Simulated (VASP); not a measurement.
Runs of VASP 6.6.1 on BaF2 (Frankdicksonite). It takes space group Fm-3m (No. 225, cubic). The conventional cell has a = 6.085 Å, b = 6.085 Å, c = 6.085 Å, α = 90.00°, β = 90.00°, γ = 90.00°. Ba (site symmetry m-3m) has 8 F at 2.64 Å as nearest neighbours. F (site symmetry -43m) is surrounded by 4 Ba at 2.64 Å. 

| task | level | potentials or basis | cell | gap on the mesh (eV) | pressure (GPa) |
| --- | --- | --- | --- | --- | --- |
| relaxation of the atoms | LDA | VASP PAW LDA potentials, release 64 (Ba_sv, F) | atoms relaxed from: a relaxed cell with its volume scaled by 1.04 | 6.45 | -2.6 |
| relaxation of the atoms | LDA | VASP PAW LDA potentials, release 64 (Ba_sv, F) | atoms relaxed from: a relaxed cell with its volume scaled by 0.94 | 6.85 | 5.1 |
| relaxation of the atoms | LDA | VASP PAW LDA potentials, release 64 (Ba_sv, F) | atoms relaxed from: a relaxed cell with its volume scaled by 1.06 | 6.38 | -3.6 |
| relaxation of cell and atoms | LDA | VASP PAW LDA potentials, release 64 (Ba_sv, F) | relaxed | 6.61 | 0.0 |
| relaxation of the atoms | PBEsol | VASP PAW PBE potentials, release 64 (Ba_sv, F) | atoms relaxed from: a relaxed cell with its volume scaled by 1.02 | (b) | -1.2 |
| relaxation of the atoms | LDA | VASP PAW LDA potentials, release 64 (Ba_sv, F) | atoms relaxed | 6.61 | 0.0 |
| relaxation of the atoms | PBEsol | VASP PAW PBE potentials, release 64 (Ba_sv, F) | atoms relaxed from: a relaxed cell with its volume scaled by 0.94 | (a) | 4.4 |
| relaxation of the atoms | PBEsol | VASP PAW PBE potentials, release 64 (Ba_sv, F) | atoms relaxed from: a relaxed cell with its volume scaled by 0.98 | 6.76 | 1.3 |

Alike in all rows: no spin polarisation; k mesh 8 × 8 × 8; cutoff (eV) 600; smearing gaussian 0.03 eV.

**Question.** Estimate the missing entries.

**Answer.** (a) 6.92; (b) 6.59.

Caveats: spin-orbit coupling is left out, which moves the levels of the heavy elements; the relaxation stopped at its first step, so nothing moved (some runs); the PAW data sets were made with another functional, which shifts forces and pressure a little (some runs).

A k mesh can miss the band edges, and the runs leave out spin-orbit coupling on Ba.
